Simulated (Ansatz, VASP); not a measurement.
## V in VASP and in Ansatz

```
V
1.0
     2.37814    0.00000    0.00000
     0.00000    2.37814    0.00000
     0.00000    0.00000    2.37814
V
1
Direct
  0.00000 0.00000 0.00000
```

Alike in both runs: task single point; functional PBEsol; k mesh 15 × 15 × 15; occupations fermi-dirac, width 0.1 eV; no spin polarisation.

|  | VASP | Ansatz |
| --- | --- | --- |
| version | VASP 6.6.1 | Ansatz 0.2.0 |
| potentials or method | VASP PAW PBE potentials, release 64 (V_sv) | plane waves (420 eV) with PAW, scalar-relativistic |
| plane-wave cutoff (eV) | 520 | 420 |
| valence electrons in the cell | 13 | 13 |

```csv
,VASP,Ansatz,Ansatz less VASP
pressure (GPa),7.9,7.5,-0.40
```

Ansatz warned: «pseudo_functional_mismatch».

Caveats: the PAW data sets were made with another functional, which shifts forces and pressure a little (VASP).
